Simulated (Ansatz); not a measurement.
## Effect of pressure 0.7 GPa on BeO

Start from BeO in the wurtzite structure (space group P6_3mc, No. 186; a = 2.690 Å, c = 4.369 Å).

Modification: cell and atoms relaxed at a pressure of 0.7 GPa.

Calculations: Kohn–Sham DFT with the r2SCAN functional, run in Ansatz (an electronic-structure program) with PAW and 500 eV plane waves, no SOC, earlier PAW set. Γ-centred 14×14×8 mesh, Fermi–Dirac width 0.05 eV.

The volume per atom falls by 0.02 Å³ to 6.83 Å³ and the density is nearly the same (3.03 g/cm³ against 3.04 g/cm³). The lattice parameter a drops by 0.3 pm to 268.7 pm and the band gap grows by 0.034 eV (8.55 eV → 8.59 eV). The gap character is still direct at Γ and the width of the top valence band is nearly the same (2.46 eV against 2.47 eV). The electron mass goes from 0.53 mₑ along c, 0.61 mₑ across (at Γ) to 0.54 mₑ along c, 0.61 mₑ across (at Γ) and the valence-band top at Γ (three highest levels, from the VBM) is still 0.00, -0.04, -0.04 eV.

Load acts through the strain it causes; cell and atoms are relaxed under it. Masses are band curvatures over ±0.01 Å⁻¹ around the edge. Stability against distortions was not tested.
